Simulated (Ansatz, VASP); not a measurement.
## Cs: VASP beside Ansatz

File INCAR:

```
PREC = Accurate
ENCUT = 520
EDIFF = 1E-6
ISMEAR = -1
SIGMA = 0.08
LREAL = F
LASPH = T
NELM = 80
ALGO = Normal
ISIF = 2
LWAVE = F
LCHARG = F
GGA = PS
NBANDS = 16
```

File KPOINTS:

```
Automatic mesh
0
Gamma
  8 8 5
```

POSCAR

```
Cs
1.0
    5.0949566966      0.0000000000      0.0000000000
   -2.5474783483      4.4123619304      0.0000000000
    0.0000000000      0.0000000000      8.2538298486
Cs
2
Direct
    0.3333333333      0.6666666667      0.2500000000
    0.6666666667      0.3333333333      0.7500000000
```

Input for Ansatz:

```yaml
crystal:
  lattice:
    - [5.0949566966, 0.0, 0.0]
    - [-2.5474783483, 4.4123619304, 0.0]
    - [0.0, 0.0, 8.2538298486]
  atoms:
    - { symbol: Cs, position: [0.3333333333, 0.6666666667, 0.25] }
    - { symbol: Cs, position: [0.6666666667, 0.3333333333, 0.75] }
kpoints:
  mp_grid: { grid: [8, 8, 5] }
scf:
  occupations: { method: fermi_dirac, width: 0.08 }
hamiltonian:
  xc: pbesol
  pseudopotentials: { kind: all_electron, lapw: { basis_error: 0.001 } }
output:
  forces: true
  stress: true
  eigenvalues: true
  populations: true
```

Change from the starting cell: volume scaled by 0.84, LAPW.

Alike in both runs: task single point; functional PBEsol; k mesh 8 × 8 × 5; occupations fermi-dirac, width 0.08 eV; no spin polarisation.

```csv
,VASP,Ansatz
version,VASP 6.6.1,Ansatz 0.2.0
potentials or method,"VASP PAW PBE potentials, release 64 (Cs_sv)","all-electron LAPW, scalar-relativistic"
plane-wave cutoff (eV),520,see its input
```

|  | VASP | Ansatz | Ansatz less VASP |
| --- | --- | --- | --- |
| pressure (GPa) | 0.4 | 0.4 | +0.01 |

Ansatz ran all-electron here, so the differences hold the error of VASP's frozen core and of both bases.

Caveats: the PAW data sets were made with another functional, which shifts forces and pressure a little (VASP). The runs have no spin-orbit coupling, so splittings on Cs are missing.
